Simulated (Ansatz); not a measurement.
**Structures of SrO: which is lowest?**

Plane-wave DFT in Ansatz with scalar-relativistic PAW potentials, cutoff 420 eV, Γ-centred meshes chosen by cell and gap, Gaussian smearing with energies taken to zero width. Every cell was relaxed (cell and atoms) in a run of its own, within the symmetry of its start. Functional: PBEsol.

Relaxed structures (starts from databases or built by putting these elements on another compound's sites):
A. P6_3/mmc, 4 atoms in the computed cell, a = 4.236 Å, c = 5.109 Å; sites (symmetry × multiplicity) Sr -6m2 × 2, O -6m2 × 2; start: database
B. Fm-3m, 2 atoms in the computed cell, a = 5.123 Å; sites (symmetry × multiplicity) Sr m-3m × 4, O m-3m × 4; start: database

**Question.** Rank them by energy. Could pressure change the order?

**Answer.**
```csv
structure,group,E − E(lowest) (meV/atom),V (Å³/atom),gap on mesh (eV)
B,Fm-3m,0.0,16.80,3.20
A,P6_3/mmc,74,19.85,2.61
```

B is lowest, 74 meV/atom under A. The lowest is also the densest of these, so pressure wouldn't bring one of the others in at first order. Other structures may lie lower than all of these, and vibrations aren't counted.